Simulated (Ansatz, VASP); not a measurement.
# Two plane-wave programs on Na

Contents of POSCAR:

```
Na
1.0
    3.8085510186      0.0000000000      0.0000000000
   -1.9042755093      3.2983019337      0.0000000000
    0.0000000000      0.0000000000      6.2218786200
Na
2
Direct
    0.3333333333      0.6666666667      0.2500000000
    0.6666666667      0.3333333333      0.7500000000
```

Contents of INCAR.step1:

```
SYSTEM = Na
ALGO = Normal ; EDIFF = 1E-4
ENCUT = 520 ; GGA = PE
ISMEAR = 0 ; LASPH = .True.
LCHARG = .False. ; LREAL = .False.
LWAVE = .True. ; NBANDS = 14
NELM = 100 ; PREC = Accurate
SIGMA = 0.1
```

File INCAR.step2:

```
SYSTEM = Na
ALGO = Normal ; EDIFF = 1E-7
ENCUT = 520 ; ISIF = 2
ISMEAR = 0 ; ISTART = 1
LASPH = .True. ; LCHARG = .False.
LMIXTAU = .True. ; LREAL = .False.
LWAVE = .False. ; METAGGA = R2SCAN
NBANDS = 14 ; NELM = 100
PREC = Accurate ; SIGMA = 0.1
```

Contents of KPOINTS:

```
k-points
0
Gamma
  15 15 8
  0 0 0
```

Input for Ansatz:

```yaml
crystal:
  lattice:
    - [3.8085510186, 0.0, 0.0]
    - [-1.9042755093, 3.2983019337, 0.0]
    - [0.0, 0.0, 6.22187862]
  atoms:
    - { symbol: Na, position: [0.3333333333, 0.6666666667, 0.25] }
    - { symbol: Na, position: [0.6666666667, 0.3333333333, 0.75] }
basis:
  ecutwfc: 500
kpoints:
  mp_grid: { grid: [15, 15, 8] }
hamiltonian:
  xc: r2scan
scf:
  occupations: { method: gaussian, width: 0.1 }
output:
  forces: true
  stress: true
  eigenvalues: true
  populations: true
```

Alike in both runs: task single point; functional r2SCAN; k mesh 15 × 15 × 8; occupations gaussian, width 0.1 eV; no spin polarisation.

```csv
,VASP,Ansatz
version,VASP 6.6.1,Ansatz 0.2.0
potentials or method,"VASP PAW PBE potentials, release 64 (Na_pv)","scalar-relativistic, plane waves, PAW"
plane-wave cutoff (eV),520,500
valence electrons in the cell,14,18
```

```tsv
	VASP	Ansatz	Ansatz less VASP
gap on the k mesh at the Fermi level (eV)	none	none	-
pressure (GPa)	-0.2	-0.2	-0.08
```

A gap of «none» marks a metal or a gap that the smearing closes. The functional is the same, so the differences come from potentials, cutoffs and numerics. The two sets of potentials don't hold the same shells in valence.

Caveats: the PAW data sets were made with another functional, which shifts forces and pressure a little (VASP).
